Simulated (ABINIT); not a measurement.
# Cu (I4/mmm) in ABINIT: settings compared

The runs below take Cu through relaxation of cell and atoms, with PBEsol, PBE.

Program: ABINIT 10.8.3 (patched build). These are calculated values, not measurements. Logs are shortened: lines on timing, memory, paths and dates and some standing lists are left out, and cuts for length are marked. The log counts tension as positive stress, the text compression.

## (1) The structure

Symmetry: I4/mmm, No. 139, tetragonal system. Conventional cell: a = 2.886 Å, b = 2.886 Å, c = 2.752 Å, α = 90.00°, β = 90.00°, γ = 90.00°. Cu (site symmetry 4/mmm) is surrounded by 10 Cu at 2.46 to 2.75 Å.

This isn't the form of Cu at room conditions, which is fcc.

## (2) Relaxation of cell and atoms, PBEsol

run.abi reads:

```
# Pseudopotentials
pp_dirpath "./"
pseudos "Cu.GGA_PBE-JTH.xml"

# Structure
acell 4.6507635309 4.6507635309 4.6507635309
rprim
    -0.5862444330     0.5862444330     0.5591376660
     0.5862444330    -0.5862444330     0.5591376660
     0.5862444330     0.5862444330    -0.5591376660
ntypat 1
znucl 29
natom 1
typat 1
xred
     0.0000000000     0.0000000000     0.0000000000
chkprim 0
chksymtnons 0
tolsym 1.0e-6

# Plane-wave basis
ecut 26.0
pawecutdg 48.0
pawxcdev 0

# k points
kptopt 1
ngkpt 13 13 13
nshiftk 1
shiftk 0.0 0.0 0.0

# Exchange and correlation
ixc -116133

# Bands and occupations
nband 14
occopt 3
tsmear 0.05 eV

# SCF cycle
nstep 100
tolvrs 1.0e-9

# Output
iomode 3
prtwf 0
prtden 0
prteig 0
prtebands 0

# Relaxation
ionmov 22
ntime 60
tolmxf 0.0002
optcell 2
dilatmx 1.08
ecutsm 0.5
```

Potentials or basis: JTH PAW PBE v2.0.

Command:

```console
$ abinit run.abi > log 2>&1
```

run.abo:

```text
.Version 10.8.3 of ABINIT
 Symmetries : space group I4/m m m (#139); Bravais tI (body-center tetrag.)
================================================================================
 Values of the parameters that define the memory need of the present run
     intxc =       0    ionmov =      22      iscf =      17    lmnmax =      18
     lnmax =       6     mgfft =      24  mpssoang =       3    mqgrid =    3001
     natom =       1  nloc_mem =       2    nspden =       1   nspinor =       1
    nsppol =       1      nsym =      16    n1xccc =       1    ntypat =       1
    occopt =       3   xclevel =       2
       mpw =         634          nfft =       13824          nkpt =         196
 PAW method is used; the additional fine FFT grid is defined by:
   mgfftf=        32    nfftf =     32768
================================================================================
================================================================================

--------------------------------------------------------------------------------
------------- Echo of variables that govern the present computation ------------
--------------------------------------------------------------------------------
 -outvars: echo values of preprocessed input variables --------
            acell      4.6507635309E+00  4.6507635309E+00  4.6507635309E+00 Bohr
              amu      6.35460000E+01
          chkprim           0
      chksymtnons           0
          dilatmx      1.08000000E+00
             ecut      2.60000000E+01 Hartree
           ecutsm      5.00000000E-01 Hartree
           ionmov          22
                       outvar_i_n : Printing only first  50 k-points.
              ixc     -116133
                       outvar_i_n : Printing only first  50 k-points.
         kptrlatt       13    0    0      0   13    0      0    0   13
          kptrlen      6.04599259E+01
            natom           1
            nband          14
            ngfft          24      24      24
          ngfftdg          32      32      32
             nkpt         196
            nstep         100
             nsym          16
            ntime          60
           ntypat           1
                       prtocc : prtvol=0, do not print more k-points.
           occopt           3
          optcell           2
        pawecutdg      4.80000000E+01 Hartree
         pawxcdev           0
           prtden           0
        prtebands           0
           prteig           0
            prtwf           0
            rprim     -5.8624443300E-01  5.8624443300E-01  5.5913766600E-01
                       5.8624443300E-01 -5.8624443300E-01  5.5913766600E-01
                       5.8624443300E-01  5.8624443300E-01 -5.5913766600E-01
          spgroup         139
           tolmxf      2.00000000E-04
           tolsym      1.00000000E-06
           tolvrs      1.00000000E-09
           tsmear      1.83746611E-03 Hartree
            typat      1
           useylm           1
                       outvars : Printing only first  50 k-points.
            znucl       29.00000

================================================================================

 chkinp: Checking input parameters for consistency.

================================================================================
== DATASET  1 ==================================================================

--- !DatasetInfo
iteration_state: {dtset: 1, }
dimensions: {natom: 1, nkpt: 196, mband: 14, nsppol: 1, nspinor: 1, nspden: 1, mpw: 634, }
cutoff_energies: {ecut:  26.0, pawecutdg:  48.0, }
electrons: {nelect:   1.90000000E+01, charge:   0.00000000E+00, occopt:   3.00000000E+00, tsmear:   1.83746611E-03, }
meta: {optdriver: 0, ionmov: 22, optcell: 2, iscf: 17, paral_kgb: 0, }
...

 Real(R)+Recip(G) space primitive vectors, cartesian coordinates (Bohr,Bohr^-1):
 R(1)= -2.7264842  2.7264842  2.6004171  G(1)=  0.0000000  0.1833864  0.1922768
 R(2)=  2.7264842 -2.7264842  2.6004171  G(2)=  0.1833864  0.0000000  0.1922768
 R(3)=  2.7264842  2.7264842 -2.6004171  G(3)=  0.1833864  0.1833864  0.0000000
 Unit cell volume ucvol=  7.7323050E+01 bohr^3
 Angles (23,13,12)=  1.08218096E+02  1.08218096E+02  1.12007635E+02 degrees

 Coarse grid specifications (used for wave-functions):

 getcut: wavevector=  0.0000  0.0000  0.0000  ngfft=  24  24  24
         ecut(hartree)=     30.326   => boxcut(ratio)=   2.08374

 Fine grid specifications (used for densities):

 getcut: wavevector=  0.0000  0.0000  0.0000  ngfft=  32  32  32
         ecut(hartree)=     55.987   => boxcut(ratio)=   2.04275

--- Pseudopotential description ------------------------------------------------
- pspini: atom type   1  psp file is ./Cu.GGA_PBE-JTH.xml
 Pseudopotential format is: paw10
 basis_size (lnmax)=  6 (lmn_size= 18), orbitals=   0   0   1   1   2   2
 Spheres core radius: rc_sph= 2.00090475
 Shapefunction is SIN type: shapef(r)=[sin(pi*r/rshp)/(pi*r/rshp)]**2
 Radius for shape functions =  1.80603571
 Compensation charge density is not taken into account in XC energy/potential

   7.07019918E+02                                ecore*ucvol(ha*bohr**3)
--------------------------------------------------------------------------------

================================================================================

=== [ionmov=22] Limited-memory Broyden-Fletcher-Goldfarb-Shanno method
================================================================================

--- Iteration: ( 1/60) Internal Cycle: (1/1)
--------------------------------------------------------------------------------

---SELF-CONSISTENT-FIELD CONVERGENCE--------------------------------------------
[... 435 lines left out ...]
 -2.71000569996762E+00  2.71000569996762E+00  2.62288181830749E+00
  2.71000569996762E+00 -2.71000569996762E+00  2.62288181830749E+00
  2.71000569996762E+00  2.71000569996762E+00 -2.62288181830749E+00
 Unitary Cell Volume (ucvol) [Bohr^3]=  7.70511495710715E+01
 Angles (23,13,12)= [degrees]
  1.08600750487781E+02  1.08600750487781E+02  1.11226549801705E+02
 Lengths [Bohr]
  4.64411141344843E+00  4.64411141344843E+00  4.64411141344843E+00
 Stress tensor in cartesian coordinates (strten) [Ha/bohr^3]
  1.28639357947352E-05  0.00000000000000E+00  0.00000000000000E+00
  0.00000000000000E+00  1.28639357947768E-05  0.00000000000000E+00
  0.00000000000000E+00  0.00000000000000E+00  2.04037262121759E-05
 Total energy (etotal) [Ha]= -1.97850671714953E+02

 Difference of energy with previous step (new-old):
           Absolute (Ha)= 3.59932E-06
           Relative     = 1.81921E-08

--- Iteration: ( 6/60) Internal Cycle: (1/1)
--------------------------------------------------------------------------------

---SELF-CONSISTENT-FIELD CONVERGENCE--------------------------------------------
[... 84 lines left out ...]
 Difference of energy with previous step (new-old):
           Absolute (Ha)=-3.77621E-06
           Relative     =-1.90862E-08

 At Broyd/MD step   6, gradients are converged :
  max grad (force/stress) = 1.4747E-04 < tolmxf= 2.0000E-04 ha/bohr (free atoms)

================================================================================

 ----iterations are completed or convergence reached----

 Mean square residual over all n,k,spin=   18.820E-10; max=  47.402E-07
 reduced coordinates (array xred) for    1 atoms
       0.000000000000      0.000000000000      0.000000000000
 rms dE/dt=  0.0000E+00; max dE/dt=  0.0000E+00; dE/dt below (all hartree)
    1       0.000000000000      0.000000000000      0.000000000000

 cartesian coordinates (angstrom) at end:
    1      0.00000000000000     0.00000000000000     0.00000000000000

 cartesian forces (hartree/bohr) at end:
    1     -0.00000000000000    -0.00000000000000    -0.00000000000000
 frms,max,avg= 0.0000000E+00 0.0000000E+00   0.000E+00  0.000E+00  0.000E+00 h/b

 cartesian forces (eV/Angstrom) at end:
    1     -0.00000000000000    -0.00000000000000    -0.00000000000000
 frms,max,avg= 0.0000000E+00 0.0000000E+00   0.000E+00  0.000E+00  0.000E+00 e/A
 length scales=  4.641055848886  4.641055848886  4.641055848886 bohr
              =  2.455940988093  2.455940988093  2.455940988093 angstroms
 Fermi (or HOMO) energy (hartree) =   0.26808   Average Vxc (hartree)=  -0.45308
 Eigenvalues (hartree) for nkpt= 196  k points:
 kpt#   1, nband= 14, wtk=  0.00046, kpt=  0.0000  0.0000  0.0000 (reduced coord)
  -3.85909   -2.29537   -2.29528   -2.29528   -0.08624    0.14870    0.15565    0.15565
   0.18899    0.19631    1.19654    1.19654    1.24018    1.33568
      occupation numbers for kpt#   1
   2.00000    2.00000    2.00000    2.00000    2.00000    2.00000    2.00000    2.00000
   2.00000    2.00000    0.00000    0.00000    0.00000    0.00000
 prteigrs : prtvol=0 or 1, do not print more k-points.

--- !EnergyTerms
iteration_state     : {dtset: 1, itime: 6, icycle: 1, }
comment             : Components of total free energy in Hartree
kinetic             :  1.09911043890524E+01
hartree             :  4.02879031673576E+01
xc                  : -2.73873880885507E+00
Ewald energy        : -1.22622844900847E+02
psp_core            :  9.19969435780103E+00
local_psp           : -1.00789674981407E+02
PAW spherical_terms : -3.21780222899114E+01
internal            : -1.97850579066810E+02
'-kT*entropy'       : -9.35701003670635E-05
total_energy        : -1.97850672636910E+02
total_energy_eV     : -5.38379107215010E+03
...

--- !EnergyTermsDC
iteration_state     : {dtset: 1, itime: 6, icycle: 1, }
comment             : '"Double-counting" decomposition of free energy'
band_energy         : -1.97910446734664E+01
Ewald energy        : -1.22622844900847E+02
psp_core            :  9.19969435780103E+00
xc_dc               : -3.94774091790385E+01
PAW spherical_terms : -2.51589775255152E+01
internal            : -1.97850581921066E+02
'-kT*entropy'       : -9.35701003670635E-05
total_energy_dc     : -1.97850675491167E+02
total_energy_dc_eV  : -5.38379114981839E+03
...

--- !EnergyTermsWithPAWCore
iteration_state     : {dtset: 1, itime: 6, icycle: 1, }
comment             : 'Components of total free energy, including PAW core contributions'
Total energy        : -1.65364882469241E+03
Total energy DC     : -1.65364882754667E+03
Total energy (eV)   : -4.49980768839177E+04
Total energy DC (eV): -4.49980769615860E+04
...

 Cartesian components of stress tensor (hartree/bohr^3)
  sigma(1 1)= -2.40622252E-07  sigma(3 2)=  0.00000000E+00
  sigma(2 2)= -2.40622252E-07  sigma(3 1)=  0.00000000E+00
  sigma(3 3)= -1.47473355E-06  sigma(2 1)=  0.00000000E+00

-Cartesian components of stress tensor (GPa)         [Pressure=  1.9182E-02 GPa]
- sigma(1 1)= -7.07935106E-03  sigma(3 2)=  0.00000000E+00
- sigma(2 2)= -7.07935106E-03  sigma(3 1)=  0.00000000E+00
- sigma(3 3)= -4.33881589E-02  sigma(2 1)=  0.00000000E+00

== END DATASET(S) ==============================================================
================================================================================

 -outvars: echo values of variables after computation  --------
            acell      4.6410558489E+00  4.6410558489E+00  4.6410558489E+00 Bohr
           etotal     -1.9785067549E+02
            fcart     -0.0000000000E+00 -0.0000000000E+00 -0.0000000000E+00
            rprim     -5.8574242154E-01  5.8574242154E-01  5.6018892457E-01
                       5.8574242154E-01 -5.8574242154E-01  5.6018892457E-01
                       5.8574242154E-01  5.8574242154E-01 -5.6018892457E-01
           strten     -2.4062225172E-07 -2.4062225182E-07 -1.4747335454E-06
                       0.0000000000E+00  0.0000000000E+00  0.0000000000E+00
 Calculation completed.
```

Wall time 5 min (1 thread of AMD EPYC 7R43 (Zen 3), shared host); peak memory 0.18 GiB.

What came out:

```yaml
Free_energy: -5383.7911 eV
Relaxed_volume: 11.39 Å³/atom
Relaxed_cell: a = 2.456 Å, b = 2.456 Å, c = 2.456 Å, α = 108.29°, β = 108.29°, γ = 111.86°
Space_group_after_relaxing_to_0.05_Å: I4/mmm (No. 139)
Energy_gained_by_relaxing: 0.2 meV/atom
Ionic_steps: 6
Pressure_after_relaxing: 0.0 GPa
Band_gap_on_the_k_mesh: none (metal or under the smearing width)
Valence_electrons_inside_the_program's_atomic_spheres: Cu 17.38 (radii [1.0588] Å)
```

Step by step:
| step | energy change (eV) | largest force (eV/Å) | pressure (GPa) | volume (Å³) |
| --- | --- | --- | --- | --- |
| 1 | 0.0000 | 0.0000 | -0.95 | 11.46 |
| 2 | -0.0001 | 0.0000 | -0.49 | 11.42 |
| 3 | -0.0002 | 0.0000 | 0.02 | 11.39 |
| 4 | -0.0002 | 0.0000 | 0.00 | 11.39 |
| 5 | -0.0001 | 0.0000 | -0.45 | 11.42 |
| 6 | -0.0002 | 0.0000 | 0.02 | 11.39 |

Final structure:
```
Cu
1.0
    -1.43855    1.43855    1.37579
     1.43855   -1.43855    1.37579
     1.43855    1.43855   -1.37579
Cu
1
Direct
  0.00000 0.00000 0.00000
```

Levels at points of the mesh, in eV from the Fermi level:
```tsv
k point	band 8	band 9	band 10	band 11	band 12	band 13
(0.00, 0.00, 0.00)	-3.06	-2.15	-1.95	25.26	25.26	26.45
```

Caveat: the PAW data sets were made with another functional, which shifts forces and pressure a little.

(Part 1 of 2 ends here.)
